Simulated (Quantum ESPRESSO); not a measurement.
# AlNi under changes of volume

One of the cells (12.452 Å³/atom); the others are scaled copies at fixed shape and fractional positions:

```
Ni Al
1.0
     2.30068   -1.39468    0.00000
     2.30068    1.39468    0.00000
    -1.35645    0.00000    3.88084
Ni Al
1 1
Direct
  0.50000 0.50000 0.50000
  0.00000 0.00000 0.00000
```

The cell comes from a database or a generator and needn't be the stable form of this composition.

```yaml
Program: Quantum ESPRESSO 7.5
Functional: PBE
Potentials_or_basis: SSSP 1.3 efficiency PBE
Cutoff: 748 eV
Density_cutoff: 5987 eV
k_mesh: 11 × 11 × 7
Occupations: fermi-dirac, width 0.05 eV
Spin: collinear spin, ferromagnetic start
Starting_moments: "[1.0, 0.0] μB"
```

```tsv
volume (Å³/atom)	energy over the lowest point (meV/atom)	pressure (GPa)
11.705	34.69	12.8
11.954	17.72	8.9
12.203	6.68	5.3
12.452	?	?
12.702	0.00	-0.9
12.951	3.35	-3.5
13.200	10.55	-5.9
```

**Question.** What does the run at 12.452 Å³/atom give?

**Answer.** Energy over the lowest point 0.95 meV/atom; pressure 2.0 GPa.

Worked out: A Birch-Murnaghan fit of order 3 (a polynomial in V^(-2/3)) to the other rows has its minimum at 12.63 Å³/atom with B0 = V·E''(V) = 144 GPa and B' = 4.4 at fixed shape and positions, which overstates the stiffness. It gives 0.95 meV/atom at 12.452 Å³/atom, against the run's 0.95, and -dE/dV = 2.1 GPa, against 2.0.

Energies are extrapolated to zero smearing.
